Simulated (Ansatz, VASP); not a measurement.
# Two plane-wave programs on HfO2

```
CELL_PARAMETERS angstrom
0.00000 2.65980 2.35290
2.65980 0.00000 2.35290
2.65980 2.65980 0.00000
ATOMIC_POSITIONS crystal
Hf 0.00000 0.00000 0.00000
O 0.25000 0.25000 0.25000
O 0.75000 0.75000 0.75000
```

Change from the starting cell: strain +0.040 along x and y, -0.080 along z, atoms carried along.

Alike in both runs: task single point; functional PBE; k mesh 8 × 8 × 8; occupations gaussian, width 0.05 eV; no spin polarisation.

|  | VASP | Ansatz |
| --- | --- | --- |
| version | VASP 6.6.1 | Ansatz 0.2.0 |
| potentials or method | VASP PAW PBE potentials, release 64 (Hf_pv, O) | scalar-relativistic, plane waves, PAW |
| plane-wave cutoff (eV) | 520 | 420 |
| valence electrons in the cell | 22 | 38 |

VASP gave:

* gap on the k mesh at the Fermi level (eV): 2.11
* least direct gap on the mesh (eV): 2.51
* pressure (GPa): -4.0
* largest component of the traceless stress (GPa): 37.38

What did Ansatz give for the same quantities?

gap on the k mesh at the Fermi level (eV): 2.13; least direct gap on the mesh (eV): 2.52; pressure (GPa): -0.5; largest component of the traceless stress (GPa): 36.80.

The two sets of potentials don't hold the same shells in valence.

Caveats: spin-orbit coupling is left out, which moves the levels of the heavy elements. A k mesh can miss the band edges.
